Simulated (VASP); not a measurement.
A run of VASP 6.6.1 is set up as follows.

The input POSCAR:

```
InAs
1.0
    0.0000000000      3.0441511310      3.0441511310
    3.0441511310      0.0000000000      3.0441511310
    3.0441511310      3.0441511310      0.0000000000
In As
1 1
Direct
    1.0000000000      0.0000000000      0.0000000000
    0.2500000000      0.2500000000      0.2500000000
```

Contents of INCAR.step1:

```
  ALGO = Normal
  EDIFF = 1E-4
  ENCUT = 520
  GGA = PE
  ISMEAR = 0
  LASPH = T
  LCHARG = F
  LREAL = F
  LWAVE = T
  NBANDS = 16
  NELM = 100
  PREC = Accurate
  SIGMA = 0.1
```

Contents of INCAR.step2:

```
  ALGO = Normal
  EDIFF = 1E-7
  ENCUT = 520
  ISIF = 2
  ISMEAR = 0
  ISTART = 1
  LASPH = T
  LCHARG = F
  LMIXTAU = T
  LREAL = F
  LWAVE = F
  METAGGA = R2SCAN
  NBANDS = 16
  NELM = 100
  PREC = Accurate
  SIGMA = 0.1
```

KPOINTS

```
k-points
0
Gamma
  10 10 10
```

Potentials or basis: VASP PAW PBE potentials, release 64 (In_d, As).

Command:

```console
$ cat potpaw_PBE.64/In_d/POTCAR potpaw_PBE.64/As/POTCAR > POTCAR
$ cp INCAR.step1 INCAR
$ mpirun -np 1 vasp_std > vasp.out
$ cp INCAR.step2 INCAR
$ mpirun -np 1 vasp_std > vasp.out
```

Problem. What does it give for the band gap on the k mesh?

Solution. 0.14 eV.

Problem. Estimate the pressure.

Solution. 0.6 GPa.

Caveat: the PAW data sets were made with another functional, which shifts forces and pressure a little; spin-orbit coupling is left out, which moves the levels of the heavy elements.

**Experimental background.**

From a printed reference work, data compilation, for a bulk crystal of InAs at 4.2 K: band gap 0.418 eV (direct).

A measured gap of InAs is 0.418 eV (direct; 4.2 K; a printed reference work, data compilation); the calculated 0.14 eV misses it by -0.28 eV. Spin-orbit coupling on As, In is left out. The value is that of r2SCAN, without temperature or zero-point motion.
